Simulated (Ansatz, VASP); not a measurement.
# One calculation of FeO, two programs

Contents of INCAR:

```
SYSTEM = FeO
PREC = Accurate ; ENCUT = 520
EDIFF = 1E-6 ; ISMEAR = 0
SIGMA = 0.05 ; LREAL = .FALSE.
LASPH = .TRUE. ; NELM = 150
ALGO = Normal ; ISIF = 2
LWAVE = .FALSE. ; LCHARG = .FALSE.
ISPIN = 2 ; MAGMOM = 3.62 3.62 0.17 0.17
LORBIT = 11 ; LMAXMIX = 4
LDAU = .TRUE. ; LDAUTYPE = 2
LDAUL = 2 -1 ; LDAUU = 3 0
LDAUJ = 0 0 ; LDAUPRINT = 1
NBANDS = 26
```

File KPOINTS:

```
regular mesh
0
G
  5 5 5
  0 0 0
```

Contents of POSCAR:

```
FeO
1.0
    3.5023808100      0.0000000000      0.0000000000
    0.0000000000      3.5023808100      0.0000000000
    0.0000000000      0.0000000000      4.3604723100
Fe O
2 2
Direct
    0.0000000000      0.5000000000      0.0000000000
    0.5000000000      0.0000000000      0.5000000000
    0.0000000000      0.0000000000      0.2500000000
    0.0000000000      0.0000000000      0.7500000000
```

Input for Ansatz:

```yaml
crystal:
  lattice:
    - [3.50238081, 0.0, 0.0]
    - [0.0, 3.50238081, 0.0]
    - [0.0, 0.0, 4.36047231]
  atoms:
    - { symbol: Fe, position: [0.0, 0.5, 0.0], spin: 4.0 }
    - { symbol: Fe, position: [0.5, 0.0, 0.5], spin: 4.0 }
    - { symbol: O, position: [0.0, 0.0, 0.25] }
    - { symbol: O, position: [0.0, 0.0, 0.75] }
basis:
  ecutwfc: 420
  ecutrho_ratio: 4
kpoints:
  mp_grid: { grid: [5, 5, 5] }
hamiltonian:
  xc: lda
  hubbard:
    sites:
      - { site: 0, l: d, u_eff: 3.0, starting_ns: [{ spin: up, occupation_matrix: s0up }, { spin: down, occupation_matrix: s0down }] }
      - { site: 1, l: d, u_eff: 3.0, starting_ns: [{ spin: up, occupation_matrix: s1up }, { spin: down, occupation_matrix: s1down }] }
    occupation_matrices:
      s0up:
        matrix:
          - [0.97, 0.0, 0.0, 0.0, 0.0]
          - [0.0, 0.97, 0.0, 0.0, 0.0]
          - [0.0, 0.0, 0.97, 0.0, 0.0]
          - [0.0, 0.0, 0.0, 0.97, 0.0]
          - [0.0, 0.0, 0.0, 0.0, 0.97]
      s0down:
        matrix:
          - [0.41473, 0.0, 0.0, -0.46817, 0.0]
          - [0.0, 0.02, 0.0, 0.0, 0.0]
          - [0.0, 0.0, 0.02, 0.0, 0.0]
          - [-0.46817, 0.0, 0.0, 0.57527, 0.0]
          - [0.0, 0.0, 0.0, 0.0, 0.02]
      s1up:
        matrix:
          - [0.97, 0.0, 0.0, 0.0, 0.0]
          - [0.0, 0.97, 0.0, 0.0, 0.0]
          - [0.0, 0.0, 0.97, 0.0, 0.0]
          - [0.0, 0.0, 0.0, 0.97, 0.0]
          - [0.0, 0.0, 0.0, 0.0, 0.97]
      s1down:
        matrix:
          - [0.41473, 0.0, 0.0, 0.46817, 0.0]
          - [0.0, 0.02, 0.0, 0.0, 0.0]
          - [0.0, 0.0, 0.02, 0.0, 0.0]
          - [0.46817, 0.0, 0.0, 0.57527, 0.0]
          - [0.0, 0.0, 0.0, 0.0, 0.02]
    ns_hold: { iters: 10 }
scf:
  occupations: { method: gaussian, width: 0.05 }
  lower_state_search: "off"
  max_iter: 150
output:
  forces: true
  stress: true
  eigenvalues: true
  populations: true
  hubbard: { sites: [{ site: 0, l: d }, { site: 1, l: d }] }
  write_density: true
  write_potential: true
  elf: true
  volumetric_format: npy
magnetization:
  spin_polarized: true
```

Alike in both runs: task single point; functional LDA; k mesh 5 × 5 × 5; occupations gaussian, width 0.05 eV; collinear spin; Hubbard terms Fe d U = 3.0 eV.

|  | VASP | Ansatz |
| --- | --- | --- |
| version | VASP 6.6.1 | Ansatz 0.2.0 |
| potentials or method | VASP PAW LDA potentials, release 64 (Fe, O) | scalar-relativistic, plane waves, PAW |
| plane-wave cutoff (eV) | 520 | 420 |
| valence electrons in the cell | 28 | 44 |

|  | VASP | Ansatz | Ansatz less VASP |
| --- | --- | --- | --- |
| gap on the k mesh at the Fermi level (eV) | none | none | - |
| pressure (GPa) | -13.9 | -7.8 | +6.13 |
| largest component of the traceless stress (GPa) | 30.00 | 31.96 | +1.964 |
| net moment per atom (μB) | 1.88 | 1.90 | +0.020 |
| size of the moment on the site where the two differ most (μB) | 3.62 | 3.29 | -0.337 |

Site moments also hang on the region over which each program counts them. The programs project onto different local orbitals, so the same U acts differently. A gap of «none» marks a metal or a gap that the smearing closes. The two sets of potentials don't hold the same shells in valence. Ansatz warned: «filled_band_counts_differ_across_k_points».

The state reached can hang on the start; a lower one may exist.
